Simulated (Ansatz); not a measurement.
**Residual resistivity of an alloy: Ru(0001) with 2 layers of random Ru-Pd, 2x2**

Wanted: resistance against the alloy's length, first Ru(0001) with 2 layers of random Ru-Pd, 2x2.

Method: Ansatz plane-wave DFT, PBE, PAW files; ballistic transport by layer matching (Landauer), zero bias; PAW set soft_1, in Ansatz 0.2.0.

Report form: the programs' logs are mostly left out.

## (1) The structure

The cell holds 48 atoms: 47 Ru and 1 Pd. Its edges and angles: a = 5.412 Å, b = 5.412 Å, c = 25.691 Å, α = 90.0°, β = 90.0°, γ = 120.0°. It derives from Ru. Regions: lead, 40 atoms (40 Ru); scattering region, 8 atoms (7 Ru and 1 Pd). The structure is stacked along c, and the current runs across the ab planes.

## (2) With 2 alloy layers

In 2 layers a share of 0.125 of the sites is given to Pd at random. The layers about the cell's end stay perfect and serve as the lead. Energies from -0.05 to 0.05 eV in steps of 0.05 eV are too few for the program's thermal sum, so it prints no conductance; for a metal the transmission near the Fermi level serves, at a fraction of the cost.

The input, input.yaml:

```yaml
crystal:
  lattice:
    - [5.4116, 0.0, 0.0]
    - [-2.7058, 4.6865830751, 0.0]
    - [0.0, 0.0, 25.6914]
  atoms:
    - { symbol: Ru, position: [0.1666666667, 0.3333333333, 0.0416666667] }
    - { symbol: Ru, position: [0.1666666667, 0.8333333333, 0.0416666667] }
    - { symbol: Ru, position: [0.6666666667, 0.3333333333, 0.0416666667] }
    - { symbol: Ru, position: [0.6666666667, 0.8333333333, 0.0416666667] }
    - { symbol: Ru, position: [0.3333333333, 0.1666666667, 0.125] }
    - { symbol: Ru, position: [0.3333333333, 0.6666666667, 0.125] }
    - { symbol: Ru, position: [0.8333333333, 0.1666666667, 0.125] }
    - { symbol: Ru, position: [0.8333333333, 0.6666666667, 0.125] }
[... 36 atom lines left out ...]
    - { symbol: Ru, position: [0.3333333333, 0.1666666667, 0.9583333333] }
    - { symbol: Ru, position: [0.3333333333, 0.6666666667, 0.9583333333] }
    - { symbol: Ru, position: [0.8333333333, 0.1666666667, 0.9583333333] }
    - { symbol: Ru, position: [0.8333333333, 0.6666666667, 0.9583333333] }
kpoints:
  mp_grid: { grid: [5, 5, 1] }
hamiltonian:
  xc: pbe
  pseudopotentials: { kind: paw, azcp: { folder: soft_1 } }
scf:
  occupations: { method: fermi_dirac, width: 0.1 }
output:
  transmission:
    leads: [[0, 8]]
    kmesh: [10, 10]
    e_range: [-0.05, 0.05]
    de: 0.05
  write_potential: true
  write_density: true
  volumetric_format: npy
```

Launch:

```bash
> ansatz run input.yaml --threads 4 --pin off --max-ram 15360MiB --backend cpu --events-out ev --progress --plain --runs-dir out
```

The job ended after 3.3 min (4 threads of Arm Neoverse V1, shared host; peak memory 5.6 GiB).

Numbers from this step:

- free energy: -283272.8050 eV
- energy at zero smearing: -283272.0423 eV
- Fermi energy: 23.33 eV
- cell area: 25.36 Å²
- transmission per spin nearest the Fermi level: 4.261
- open channels per spin nearest the Fermi level: 5.28
- step of the lead's potential: 4.7 meV

Per spin. Table of transmission, zone mean by energy, zero at the Fermi level:

```tsv
energy (eV)	transmission, zone mean
-0.0500	4.31
0.0000	4.26
0.0500	4.33
```

Per spin. Table of open channels, zone mean, lead by energy, zero at the Fermi level:

```tsv
energy (eV)	open channels, zone mean, lead
-0.0500	5.16
0.0000	5.28
0.0500	5.64
```

Transmission over k1 and k2. At 0.0000 eV from the Fermi level.

Values, 10 rows by 10 columns:
```
 3.2  3.9  3.4  3.7  3.4  3.9  3.2  1.7  1.7  1.7
 2.8  3.4  4.4  4.5  4.5  4.4  3.4  2.8  1.7  1.7
 2.8  3.7  4.5  5.2  7.8  5.2  4.5  3.7  2.8  1.7
 3.2  3.4  4.5  7.8 10.8 10.8  7.8  4.5  3.4  3.2
 5.1  3.9  4.4  5.2 10.8 11.0 10.8  5.2  4.4  3.9
 3.2  3.2  3.4  4.5  7.8 10.8 10.8  7.8  4.5  3.4
 2.8  1.7  2.8  3.7  4.5  5.2  7.8  5.2  4.5  3.7
 2.8  1.7  1.7  2.8  3.4  4.4  4.5  4.5  4.4  3.4
 3.2  1.7  1.7  1.7  3.2  3.9  3.4  3.7  3.4  3.9
 5.1  3.2  2.8  2.8  3.2  5.1  3.2  2.8  2.8  3.2
```
Columns: k1 (b1) from -0.5 to 0.4; rows upwards: k2 (b2) from -0.5 to 0.4.

Open channels over k1 and k2. At 0.0000 eV from the Fermi level.

Ten even steps from '_' (2.0) to '@' (12.0):
```
::==------==::..__..
..------------..____
..----++##++----....
::----##@@@@##----::
====--++@@@@@@++--==
::::----##@@@@##----
......----++##++----
..____..------------
::..__..::==------==
==::....::==::....::
```
Columns: k1 (b1) from -0.5 to 0.4; rows upwards: k2 (b2) from -0.5 to 0.4.

Over the solved energies the transmission per spin lies between 4.26 and 4.33, out of 5.36 channels of the lead on average (up to 5.64).

## (3) With 6 alloy layers

In 6 layers a share of 0.125 of the sites is given to Pd at random. A fresh draw is used; the growth of the resistance with length is what counts.

System of this step: Ru(0001) with 6 layers of random Ru-Pd, 2x2. The cell holds 64 atoms: 61 Ru and 3 Pd. Its edges and angles: a = 5.412 Å, b = 5.412 Å, c = 34.255 Å, α = 90.0°, β = 90.0°, γ = 120.0°. It derives from Ru. Regions: lead, 40 atoms (40 Ru); scattering region, 24 atoms (21 Ru and 3 Pd). The structure is stacked along c, and the current runs across the ab planes.

The input, input.yaml:

```yaml
crystal:
  lattice:
    - [5.4116, 0.0, 0.0]
    - [-2.7058, 4.6865830751, 0.0]
    - [0.0, 0.0, 34.2552]
  atoms:
    - { symbol: Ru, position: [0.1666666667, 0.3333333333, 0.03125] }
    - { symbol: Ru, position: [0.1666666667, 0.8333333333, 0.03125] }
    - { symbol: Ru, position: [0.6666666667, 0.3333333333, 0.03125] }
    - { symbol: Ru, position: [0.6666666667, 0.8333333333, 0.03125] }
    - { symbol: Ru, position: [0.3333333333, 0.1666666667, 0.09375] }
    - { symbol: Ru, position: [0.3333333333, 0.6666666667, 0.09375] }
    - { symbol: Ru, position: [0.8333333333, 0.1666666667, 0.09375] }
    - { symbol: Ru, position: [0.8333333333, 0.6666666667, 0.09375] }
[... 52 atom lines left out ...]
    - { symbol: Ru, position: [0.3333333333, 0.1666666667, 0.96875] }
    - { symbol: Ru, position: [0.3333333333, 0.6666666667, 0.96875] }
    - { symbol: Ru, position: [0.8333333333, 0.1666666667, 0.96875] }
    - { symbol: Ru, position: [0.8333333333, 0.6666666667, 0.96875] }
kpoints:
  mp_grid: { grid: [5, 5, 1] }
hamiltonian:
  xc: pbe
  pseudopotentials: { kind: paw, azcp: { folder: soft_1 } }
scf:
  occupations: { method: fermi_dirac, width: 0.1 }
output:
  transmission:
    leads: [[0, 8]]
    kmesh: [10, 10]
    e_range: [-0.05, 0.05]
    de: 0.05
  write_potential: true
  write_density: true
  volumetric_format: npy
```

The job ended after 19 min (4 threads; peak memory 10 GiB; 70 min of CPU time).

Numbers from this step:

- free energy: -379519.5706 eV
- energy at zero smearing: -379518.5148 eV
- Fermi energy: 23.34 eV
- transmission per spin nearest the Fermi level: 3.436
- step of the lead's potential: 6.7 meV

Per spin. Table of transmission, zone mean by energy, zero at the Fermi level:

```tsv
energy (eV)	transmission, zone mean
-0.0500	3.39
0.0000	3.44
0.0500	3.55
```

Over the solved energies the transmission per spin lies between 3.39 and 3.55, out of 5.48 channels of the lead on average (up to 6).

## (4) With 10 alloy layers

In 10 layers a share of 0.125 of the sites is given to Pd at random. A fresh draw is used; the growth of the resistance with length is what counts.

System of this step: Ru(0001) with 10 layers of random Ru-Pd, 2x2. The cell holds 80 atoms: 75 Ru and 5 Pd. Its edges and angles: a = 5.412 Å, b = 5.412 Å, c = 42.819 Å, α = 90.0°, β = 90.0°, γ = 120.0°. It derives from Ru. Regions: lead, 40 atoms (40 Ru); scattering region, 40 atoms (35 Ru and 5 Pd). The structure is stacked along c, and the current runs across the ab planes.

The input, input.yaml:

```yaml
crystal:
  lattice:
    - [5.4116, 0.0, 0.0]
    - [-2.7058, 4.6865830751, 0.0]
    - [0.0, 0.0, 42.819]
  atoms:
    - { symbol: Ru, position: [0.1666666667, 0.3333333333, 0.025] }
    - { symbol: Ru, position: [0.1666666667, 0.8333333333, 0.025] }
    - { symbol: Ru, position: [0.6666666667, 0.3333333333, 0.025] }
    - { symbol: Ru, position: [0.6666666667, 0.8333333333, 0.025] }
    - { symbol: Ru, position: [0.3333333333, 0.1666666667, 0.075] }
    - { symbol: Ru, position: [0.3333333333, 0.6666666667, 0.075] }
    - { symbol: Ru, position: [0.8333333333, 0.1666666667, 0.075] }
    - { symbol: Ru, position: [0.8333333333, 0.6666666667, 0.075] }
[... 68 atom lines left out ...]
    - { symbol: Ru, position: [0.3333333333, 0.1666666667, 0.975] }
    - { symbol: Ru, position: [0.3333333333, 0.6666666667, 0.975] }
    - { symbol: Ru, position: [0.8333333333, 0.1666666667, 0.975] }
    - { symbol: Ru, position: [0.8333333333, 0.6666666667, 0.975] }
kpoints:
  mp_grid: { grid: [5, 5, 1] }
hamiltonian:
  xc: pbe
  pseudopotentials: { kind: paw, azcp: { folder: soft_1 } }
scf:
  occupations: { method: fermi_dirac, width: 0.1 }
output:
  transmission:
    leads: [[0, 8]]
    kmesh: [10, 10]
    e_range: [-0.05, 0.05]
    de: 0.05
  write_potential: true
  write_density: true
  volumetric_format: npy
```

Run time: 30 min. Hardware: 4 threads; peak memory 8.6 GiB; 1.9 h of CPU time.

This step gave:

```yaml
free_energy: -475766.5494 eV
energy_at_zero_smearing: -475765.2527 eV
fermi_energy: 23.32 eV
transmission_per_spin_nearest_the_fermi_level: 2.817
step_of_the_lead_s_potential: 2.3 meV
```

Per spin. Table of transmission, zone mean by energy, zero at the Fermi level:

```tsv
energy (eV)	transmission, zone mean
-0.0500	2.85
0.0000	2.82
0.0500	2.92
```

Over the solved energies the transmission per spin lies between 2.82 and 2.92, out of 5.46 channels of the lead on average (up to 5.94).

## (5) Resistance against length

This step: Ansatz plane-wave DFT, PBE, PAW files; ballistic transport by layer matching (Landauer), zero bias; residual resistivity from the slope of the area resistance, atoms on the host's lattice; PAW set soft_1 (Ansatz 0.2.0).

This step gave:

| Quantity | Value |
| --- | --- |
| resistivity | 23.03 µΩ cm |
| intercept | 0.05260 fΩ m² |
| scatter about the fit | 6.68e-4 fΩ m² |

Resistance, by row:

```tsv
run	length (Å)	T	channels N	RA (fΩ m²)
n2	4.282	4.299	5.36	0.1507
n6	12.85	3.458	5.48	0.3493
n10	21.41	2.86	5.46	0.5451
```

The area resistance by length of the alloy:

```tsv
length of the alloy (Å)	area resistance (fΩ m²)
4.28	0.151
12.85	0.349
21.41	0.545
```

The area resistance goes from 0.15 to 0.55 fΩ m² between 4.3 and 21.4 Å, a slope of 23 µΩ cm.

By hand from the end points: (0.5451 − 0.1507) fΩ m² / (21.41 − 4.28) Å = 23 µΩ cm, since 1 fΩ m² per Å is 1000 µΩ cm.

## (6) Outcome

```
resistivity from the slope  : 23.0 µΩ cm
area resistance over 4.28 Å : 0.151 fΩ m²
area resistance over 12.8 Å : 0.349 fΩ m²
area resistance over 21.4 Å : 0.545 fΩ m²
```

What this shows: The slope gives 23 µΩ cm. The points scatter by 6.7e-4 fΩ m² about the line, with one random draw a length in a 2x2 cell, so the slope is a rough value. The lead's own channel count moves between the runs (5.36, 5.48 and 5.46), which shifts RA and the slope too. Read with a model of isotropic scattering on a spherical Fermi surface and the lead's 1.6×10¹⁵ S/m², this slope means a mean free path near 21 Å; over these lengths the model's slope is 1.05 times its bulk resistivity, which would be 22 µΩ cm. The draw over the shortest length came out nearly ordered, with 12 symmetry operations, so that point is a poor sample of a random alloy. The atoms sit on the host's lattice, so scattering by size misfit is left out.

[Logs are printed without paths, hosts, clocks, repeated set-up lines and the standing remarks that a program may print on its own settings, such as how far it seeks lower states.]

[Hosts, paths, dates, database ids (printed as entryN), source tags and the programs' standing remarks are cut or masked in the printed files.]
